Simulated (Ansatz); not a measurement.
# Pt: energy along a strain

Pt, P6_3/mmc, a = 2.725 Å, c = 4.707 Å. This isn't the element's structure at ambient conditions. Ansatz: PBEsol, PAW, 420 eV, Γ-centred 24×24×14 mesh on 2 atoms, Gaussian smearing 0.15 eV; no spin polarisation. Cell vectors (Å): 2.725 0.000 0.000; -1.363 2.360 0.000; 0.000 0.000 4.707. The cell is strained by x per cent times the pattern (1 -1 0 0 0 0) in the order xx yy zz yz xz xy (engineering shears), with fractional coordinates held. y is the free energy over the start, V0 = 15.136 Å³/atom.

| x (%) | y (meV/atom) |
| --- | --- |
| -4.00 | ? |
| -3.00 | 23.67 |
| -2.00 | 10.28 |
| -1.00 | 2.51 |
| 0.00 | 0.00 |
| 1.00 | 2.37 |
| 2.00 | 9.13 |
| 3.00 | 19.74 |
| 4.00 | 33.58 |

Problem. Fit y = c2 x² + c3 x³ to the other rows, get the stiffness along the pattern, and predict the missing energy.

Solution. Least squares on the rows shown. y = 2.4077 x² − 0.075972 x³. The clamped-ion stiffness p·C·p = 2 × 24.08 eV × 160.2 / 15.136 Å³ = 510 GPa. At x = -4.00 the fit asked for gives 43.39 meV/atom. The run gave 42.98 meV/atom, so the fit is 0.41 meV/atom too high, 0.95 % of the span of the series, against an rms of 0.07 meV/atom on the fitted rows. The row lies outside the fitted range. With a term in x⁴ added, a fit to the same known rows predicts 42.89 meV/atom, so most of the miss is curvature that the known rows already hold.

Spin–orbit coupling is left out, which can shift energies with elements as heavy as these.

Cost: 9 runs of about 8.3 core-minutes in all, on Arm Neoverse N1 (shared hosts).